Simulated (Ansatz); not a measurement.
MgSe (Fm-3m) from a database of computed structures, relaxed with r2SCAN in Ansatz 0.2.0: it is cubic, Fm-3m (No. 225); a = 5.473 Å in the conventional setting, 20.49 Å³ an atom. Around Mg lie 6 Se at 2.74 Å; around Se lie 6 Mg at 2.74 Å. The primitive cell holds 2 atoms in 40.97 Å³. (Simulation; no magnetic order is allowed.)

Computed values: PBE gives a gap of 1.80 eV and PBE0 (25 % exact exchange) 3.35 eV; one over PBE's mean ε∞ is 0.152. Without spin-orbit coupling PBE's valence top is a threefold level at Γ and the gap is 1.805 eV; with it the level splits into four states above two, Δ₀ = 0.422 eV apart. HSE06+SOC (4×4×4) gives a least gap of 2.50 eV and a least direct gap of 3.39 eV. r2SCAN's ε∞ is 5.76.

**What is the density?** The cell holds 1 Mg, 1 Se: M = 1×24.305 + 1×78.971 = 103.28 u in V = 40.97 Å³. ρ = 1.66054 × M/V = 1.66054 × 103.28/40.97 = 4.186 g/cm³, for the static r2SCAN lattice.

**Taking the gap as linear in the share of unscreened exchange, estimate the gap of the hybrid whose share is 1/ε∞.** The slope is (3.35 − 1.80)/0.25 = 6.20 eV per unit share, so E_g ≈ 1.80 + 6.20 × 0.152 = 2.74 eV. The run with that share gives 2.73 eV (6×6×6 mesh), -0.01 eV from the straight line.

**If the centre of gravity stays and the conduction band doesn't move, what gap follows with spin-orbit coupling?** The fourfold level rises by Δ₀/3 = 0.141 eV and the twofold one falls by 2Δ₀/3, so E_g ≈ 1.805 − 0.141 = 1.664 eV. The PBE+SOC run gives 1.667 eV, +0.003 eV from the estimate.

**At what wavelength does absorption set in by HSE06+SOC, excitons left aside?** λ = 1239.84 eV nm/E: 496 nm for the least gap, where it needs phonons and is weak, and 366 nm for direct transitions.

**What refractive index and reflectivity at normal incidence follow, below the gap and above the phonons?** n = √5.76 = 2.400; R = ((n − 1)/(n + 1))² = (1.400/3.400)² = 17.0 % a face.

Only the levels marked +SOC include spin-orbit coupling.

The meshes of the hybrids are coarse, so their gaps aren't converged to the digits shown.
